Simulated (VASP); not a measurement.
# Si (Fd-3m) in VASP: a series of runs, part 2 of 2

VASP 6.6.1.

## (3) Relaxation of cell and atoms, LDA

This run uses another cell than the first one, of 20.12 Å³/atom, 1.022 times its volume.

INCAR reads:

```
PREC = Accurate ; ENCUT = 600
EDIFF = 1E-7 ; ISMEAR = 0
SIGMA = 0.02 ; LREAL = False
LASPH = True ; NELM = 100
ALGO = Normal ; ISIF = 3
LWAVE = False ; LCHARG = False
GGA = CA ; IBRION = 2
NSW = 100 ; EDIFFG = -0.002
```

KPOINTS reads:

```
Automatic mesh
0
Gamma
  10 10 10
```

POSCAR reads:

```
Si
1.0
    0.0000000000      2.7200000000      2.7200000000
    2.7200000000      0.0000000000      2.7200000000
    2.7200000000      2.7200000000      0.0000000000
Si
2
Direct
    0.0000000000      0.0000000000      0.0000000000
    0.2500000000      0.2500000000      0.2500000000
```

Potentials or basis: VASP PAW LDA potentials, release 64 (Si).

Launch:

```
$ cat potpaw_LDA.64/Si/POTCAR > POTCAR
$ mpirun -np 1 vasp_std > vasp.out
```

OUTCAR:

```text
PREC = Accurate
   ENCUT = 600
   EDIFF = 1E-7
   ISMEAR = 0
   LREAL = False
   LASPH = True
   NELM = 100
   ISIF = 3
   GGA = CA
   IBRION = 2
   NSW = 100
   EDIFFG = -0.002

 ion  position               nearest neighbor table
   1  0.000  0.000  0.000-   2 2.36   2 2.36   2 2.36   2 2.36
   2  0.250  0.250  0.250-   1 2.36   1 2.36   1 2.36   1 2.36

  LATTYP: Found a face centered cubic cell.
 ALAT       =     5.4400000000

  Lattice vectors:

 A1 = (   0.0000000000,   2.7200000000,   2.7200000000)
 A2 = (   2.7200000000,   0.0000000000,   2.7200000000)
 A3 = (   2.7200000000,   2.7200000000,   0.0000000000)

Analysis of symmetry for initial positions (statically):
=====================================================================
 Subroutine PRICEL returns:
 Original cell was already a primitive cell.

 Routine SETGRP: Setting up the symmetry group for a
 face centered cubic supercell.

 Subroutine GETGRP returns: Found 48 space group operations
 (whereof 24 operations were pure point group operations)
 out of a pool of 48 trial point group operations.

The static configuration has the point symmetry T_d .
 The point group associated with its full space group is O_h .

Analysis of symmetry for dynamics (positions and initial velocities):
=====================================================================
 Subroutine PRICEL returns:
 Original cell was already a primitive cell.

 Routine SETGRP: Setting up the symmetry group for a
 face centered cubic supercell.

 Subroutine GETGRP returns: Found 48 space group operations
 (whereof 24 operations were pure point group operations)
 out of a pool of 48 trial point group operations.

The dynamic configuration has the point symmetry T_d .
 The point group associated with its full space group is O_h .

 Subroutine INISYM returns: Found 48 space group operations
 (whereof 24 operations are pure point group operations),
 and found     1 'primitive' translations

----------------------------------------------------------------------------------------

                                     Primitive cell

  volume of cell :      40.2473

  direct lattice vectors                    reciprocal lattice vectors
     0.000000000  2.720000000  2.720000000    -0.183823529  0.183823529  0.183823529
     2.720000000  0.000000000  2.720000000     0.183823529 -0.183823529  0.183823529
     2.720000000  2.720000000  0.000000000     0.183823529  0.183823529 -0.183823529

  length of vectors
     3.846660890  3.846660890  3.846660890     0.318391693  0.318391693  0.318391693

  position of ions in fractional coordinates (direct lattice)
     0.000000000  0.000000000  0.000000000
     0.250000000  0.250000000  0.250000000

  ion indices of the primitive-cell ions
   primitive index   ion index
                 1           1
                 2           2

----------------------------------------------------------------------------------------

 KPOINTS: Automatic mesh

Automatic generation of k-mesh.
 Grid dimensions read from file:
 generate k-points for:   10   10   10

[... 44 lines left out ...]
 [... further k-points ...]
   k-points           NKPTS =     47   k-points in BZ     NKDIM =     47   number of bands    NBANDS=      8
   number of dos      NEDOS =    301   number of ions     NIONS =      2
   total plane-waves  NPLWV =  32768
   dimension x,y,z NGX =    32 NGY =   32 NGZ =   32
   dimension x,y,z NGXF=    64 NGYF=   64 NGZF=   64
   ions per type =               2
   NGX,Y,Z   is equivalent  to a cutoff of  13.83, 13.83, 13.83 a.u.
   NGXF,Y,Z  is equivalent  to a cutoff of  27.66, 27.66, 27.66 a.u.
 SYSTEM =  unknown system
   PREC   = accura    normal or accurate (medium, high low for compatibility)
   ISTART =      0    job   : 0-new  1-cont  2-samecut
   ICHARG =      2    charge: 1-file 2-atom 10-const
   ISPIN  =      1    spin polarized calculation?
   LNONCOLLINEAR =      F non collinear calculations
   LSORBIT =      F    spin-orbit coupling
   LASPH  =      T    aspherical Exc in radial PAW
   ENCUT  =  600.0 eV  44.10 Ry    6.64 a.u.   7.68  7.68  7.68*2*pi/ulx,y,z
   NELM   =    100;   NELMIN=  2; NELMDL= -5     # of ELM steps
   EDIFF  = 0.1E-06   stopping-criterion for ELM
   LREAL  =      F    real-space projection
   EDIFFG = -.2E-02   stopping-criterion for IOM
   NSW    =    100    number of steps for IOM
   IBRION =      2    ionic relax: 0-MD 1-quasi-New 2-CG
   NFREE  =      1    steps in history (QN), initial steepest desc. (CG)
   ISIF   =      3    stress and relaxation
   ISYM   =      2    0-nonsym 1-usesym 2-fastsym
   POTIM  = 0.5000    time-step for ionic-motion
   TEBEG  =    0.0;   TEEND  =   0.0 temperature during run
   PSTRESS=    0.0 pullay stress
   NELECT =       8.0000    total number of electrons
   NUPDOWN=      -1.0000    fix difference up-down
   EMIN   =  10.00;   EMAX   =-10.00  energy-range for DOS
   EFERMI =   0.00;   METHOD = LEGACY
   ISMEAR =     0;   SIGMA  =   0.02  broadening in eV -4-tet -1-fermi 0-gaus
   EFERMI_NEDOS =   21; number of points for ismear=-14 and -15
   IALGO  =     38    algorithm
   IMIX   =      4    mixing-type and parameters
     AMIX     =   0.40;   BMIX     =  1.00
     AMIX_MAG =   1.60;   BMIX_MAG =  1.00
  volume/ion in A,a.u.               =      20.12       135.80
  Fermi-wavevector in a.u.,A,eV,Ry     =   0.955416  1.805475 12.419671  0.912820
  Thomas-Fermi vector in A             =   2.084252
   LORBIT       =      0    0 simple, 1 ext, 2 COOP (PROOUT), +10 PAW based schemes
   GGA     = CA    functional components
   LHFCALC =     F    Hartree Fock is set to
   AEXX    =    0.0000 exact exchange contribution
   IVDW    =     0    specifies the selected vdW correction
   LEPSILON=     F    determine dielectric tensor
   LRPA    =     F    only Hartree local field effects (RPA)
 conjugate gradient relaxation of ions
 non-spin polarized calculation
 Gauss-broadening in eV      SIGMA  =   0.02
  energy-cutoff  :      600.00
  volume of cell :       40.25
 maximum number of plane-waves:      1363
   NGX = 15   NGY = 15   NGZ = 15

--------------------------------------- Ionic step        1  -------------------------------------------

 number of electron       7.9999999 magnetization

 Free energy of the ion-electron system (eV)
  ---------------------------------------------------
  ext. energy  EPLUGINS =         0.00000000
  ---------------------------------------------------
  free energy    TOTEN  =       -11.91440547 eV

  energy without entropy =      -11.91440547  energy(sigma->0) =      -11.91440547

------------------------ aborting loop because EDIFF is reached ----------------------------------------

  FORCE on cell =-STRESS in cart. coord.  units (eV):
  Direction    XX          YY          ZZ          XY          YZ          ZX
  --------------------------------------------------------------------------------------
  -------------------------------------------------------------------------------------
  Total       -0.4762230     -0.4762230     -0.4762230      0.0000000      0.0000000      0.0000000
  in kB      -18.9576386    -18.9576386    -18.9576386      0.0000000      0.0000000      0.0000000
  external PRESSURE =     -18.9576386 kB  Pullay stress =       0.0000000 kB
[... 59 lines left out ...]
--------------------------------------- Ionic step        3  -------------------------------------------

 number of electron       7.9999999 magnetization

 Free energy of the ion-electron system (eV)
  ---------------------------------------------------
  ext. energy  EPLUGINS =         0.00000000
  ---------------------------------------------------
  free energy    TOTEN  =       -11.91932388 eV

  energy without entropy =      -11.91932388  energy(sigma->0) =      -11.91932388

 E-fermi :   6.0126     XC(G=0):  -9.6634

 val. band max:        5.9272603591   @ k =   0.0000   0.0000   0.0000
 cond. band min:       6.3808578374   @ k =   0.4000   0.4000   0.0000
 fundamental gap:      0.4535974784
 Fermi energy:         6.0126074519

 k-point     1 :       0.0000    0.0000    0.0000
  band No.  band energies     occupation
      1      -6.1352      2.00000
      2       5.9273      2.00000
      3       5.9273      2.00000
      4       5.9273      2.00000
      5       8.4579      0.00000
      6       8.4579      0.00000
      7       8.4579      0.00000
      8       9.3127      0.00000
[... 243 lines left out ...]
 k-point    24 :       0.4000    0.3000    0.0000
  band No.  band energies     occupation
      1      -3.9433      2.00000
      2       0.4857      2.00000
      3       3.0147      2.00000
      4       3.4566      2.00000
      5       6.8655      0.00000
      6       8.0597      0.00000
      7      12.8742      0.00000
      8      12.9901      0.00000

 [... further k-points ...]
[... 5 lines left out ...]
  --------------------------------------------------------------------------------------
  -------------------------------------------------------------------------------------
  Total       -0.0004621     -0.0004621     -0.0004621      0.0000000     -0.0000000      0.0000000
  in kB       -0.0187770     -0.0187770     -0.0187770      0.0000000     -0.0000000      0.0000000
  external PRESSURE =      -0.0187770 kB  Pullay stress =       0.0000000 kB
[... 17 lines left out ...]
  FREE ENERGIE OF THE ION-ELECTRON SYSTEM (eV)
  ---------------------------------------------------
  free  energy   TOTEN  =       -11.9193238836 eV

  energy  without entropy=      -11.9193238836  energy(sigma->0) =      -11.91932388

 reached required accuracy - stopping structural energy minimisation
```

It took 14 s on 1 thread of Intel Xeon Platinum 8559C (Emerald Rapids), shared host; peak memory 0.15 GiB.

What came out:

```
Free energy                            : -11.9193 eV
Relaxed volume                         : 19.72 Å³/atom
Relaxed cell                           : a = 3.821 Å, b = 3.821 Å, c = 3.821 Å, α = 60.00°, β = 60.00°, γ = 60.00°
Space group after relaxing (to 0.05 Å) : Fd-3m (No. 227)
Energy gained by relaxing              : 2.5 meV/atom
Ionic steps                            : 3
Pressure after relaxing                : 0.0 GPa
Band gap on the k mesh                 : 0.45 eV, indirect (least direct gap 2.53 eV)
```

The path:
| step | energy change (eV) | largest force (eV/Å) | pressure (GPa) | volume (Å³) |
| --- | --- | --- | --- | --- |
| 1 | 0.0000 | 0.0000 | -1.90 | 40.25 |
| 2 | -0.0025 | 0.0000 | 1.41 | 38.88 |
| 3 | -0.0049 | 0.0000 | 0.00 | 39.43 |

Final structure:
```yaml
crystal:
  lattice:
    - [0.00000, 2.70151, 2.70151]
    - [2.70151, 0.00000, 2.70151]
    - [2.70151, 2.70151, 0.00000]
  atoms:
    - { symbol: Si, position: [0.00000, 0.00000, 0.00000] }
    - { symbol: Si, position: [0.25000, 0.25000, 0.25000] }
```

A k mesh can miss the band edges. A hybrid or GW would open this gap; LDA tends to underestimate it.
